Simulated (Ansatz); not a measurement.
TiB2 under changes of volume

One of the cells (8.552 Å³/atom); the others are scaled copies at fixed shape and fractional positions:

```xyz
3
Lattice="3.0292 0.0000 0.0000 -1.5146 2.6234 0.0000 0.0000 0.0000 3.2284" Properties=species:S:1:pos:R:3 pbc="T T T"
Ti    0.0000    0.0000    0.0000
B     1.5146    0.8745    1.6142
B     0.0000    1.7489    1.6142
```

```yaml
Program: Ansatz 0.2.0
Functional: PBE
Potentials_or_basis: Ansatz PAW
Cutoff: "420 eV (not typed: the program's choice for these potentials)"
k_mesh: 10 × 10 × 8
Occupations: fermi-dirac, width 0.05 eV
Spin: no spin polarisation
```

| volume (Å³/atom) | energy over the lowest point (meV/atom) | pressure (GPa) |
| --- | --- | --- |
| 8.039 | 28.17 | 18.2 |
| 8.210 | 12.33 | 11.6 |
| 8.381 | ? | ? |
| 8.552 | 0.00 | 0.3 |
| 8.723 | 2.31 | -4.6 |
| 8.894 | 9.60 | -9.0 |
| 9.065 | 21.39 | -13.0 |

Task: What does the run at 8.381 Å³/atom give?

Result: Energy over the lowest point 3.15 meV/atom; pressure 5.7 GPa.

Worked out: A Birch-Murnaghan fit of order 3 (a polynomial in V^(-2/3)) to the other rows has its minimum at 8.56 Å³/atom with B0 = V·E''(V) = 255 GPa and B' = 3.9 at fixed shape and positions, which overstates the stiffness. It gives 3.15 meV/atom at 8.381 Å³/atom, against the run's 3.15, and -dE/dV = 5.7 GPa, against 5.7.

Energies are extrapolated to zero smearing.
